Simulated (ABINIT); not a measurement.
# BaTiO3 in ABINIT: convergence with smearing width

Crystal: BaTiO3.

```
CELL_PARAMETERS angstrom
3.99980 0.00000 0.00000
0.00000 3.99980 0.00000
0.00000 0.00000 4.01800
ATOMIC_POSITIONS crystal
Ba 0.00000 0.00000 0.00000
Ti 0.50000 0.50000 0.49000
O 0.00000 0.50000 0.51700
O 0.50000 0.00000 0.51700
O 0.50000 0.50000 0.01900
```

* Program: ABINIT 10.8.3 (patched build)
* Task: single point
* Functional: LDA
* Potentials or basis: JTH PAW LDA v2.0
* Cutoff: 626 eV
* k mesh: 7 × 7 × 7
* Occupations: gaussian, width 0.272 eV
* Spin: no spin polarisation

These are the settings of the first run; the series varies smearing width, with any setting tied to it.

Hardware: 1 thread of Arm Neoverse V1 (shared host).

```tsv
smearing width	energy less the tightest run, at zero smearing (meV/atom)	SCF cycles	CPU time (s)	peak memory (GiB)
0.272 eV	0.00	14	98	0.15
0.2 eV	0.00	14	99	0.15
0.136 eV	0.00	14	99	0.15
0.1 eV	0.00	14	99	0.15
0.05 eV	0.00	14	98	0.15
0.025 eV	0.00	14	99	0.15
0.01 eV	0.00	14	110	0.15
```

Against the tightest run, the energy stays within 1 meV/atom from 0.272 eV on. The tightest run that finished is the yardstick and may itself not be fully converged.

Caveat, for the tightest run too: the atomic spheres overlap.
